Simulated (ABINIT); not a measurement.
Input of an ABINIT 10.8.3 (patched build) run:

run.abi

```
# Datasets: one volume each
ndtset 7
getwfk -1
scalecart1 3*0.9795861087
scalecart2 3*0.9864848297
scalecart3 3*0.9932883884
scalecart4 3*1.0000000000
scalecart5 3*1.0066227096
scalecart6 3*1.0131594038
scalecart7 3*1.0196128224

# Pseudopotentials
pp_dirpath "./"
pseudos "15_P_5_1.8_1.9_pbe_n_v1.0.psp8, 05_B_3_1.5_1.7_pbe_n_v1.0.psp8"

# Structure
acell 3*1.0
rprim
     0.0000000000     4.2877885768     4.2877885768
     4.2877885768     0.0000000000     4.2877885768
     4.2877885768     4.2877885768     0.0000000000
ntypat 2
znucl 15 5
natom 2
typat 1 2
xred
     0.7500000000     0.7500000000     0.7500000000
     0.0000000000     0.0000000000     0.0000000000

# Plane-wave basis
ecut 816.341587 eV

# k points
kptopt 1
ngkpt 10 10 10
nshiftk 1
shiftk 0.0 0.0 0.0

# Exchange and correlation
ixc 11

# Bands and occupations
nband 8
occopt 3
tsmear 0.05 eV

# SCF cycle
nstep 100
tolvrs 1.0e-10

# Output
iomode 3
prtwf 1
prtden 0
prteig 0
prtebands 0
enunit 1
```

Potentials or basis: SPMS NC PBE v1.0.

Launch:

```sh
$ abinit run.abi > log 2>&1
```

(1) Predict the bulk modulus.

(2) What does it give for the pressure derivative of the bulk modulus?

(3) What does it give for the equilibrium volume?

## Answers

(1) 161 GPa.

(2) 3.8.

(3) 11.75 Å³/atom.

Caveat: pressures at fixed basis lie under the slope of the energies.

**The experiment to reproduce.**

From “Equation of state of single-crystal cubic boron phosphide”, 2014, arxiv:1407.1677, for a bulk crystal of BP at 300 K: bulk modulus 179 ± 1 GPa.

A measured bulk modulus of BP is 179 GPa (300 K; “Equation of state of single-crystal cubic boron phosphide”, 2014, arxiv:1407.1677); the calculated 161 GPa misses it by -10.0 %. 3 values of this kind are on record (173 to 179 GPa); this one was drawn at random among those near their median, those with a stated uncertainty first. The fit is for a static lattice scaled at fixed shape and fixed fractional positions.
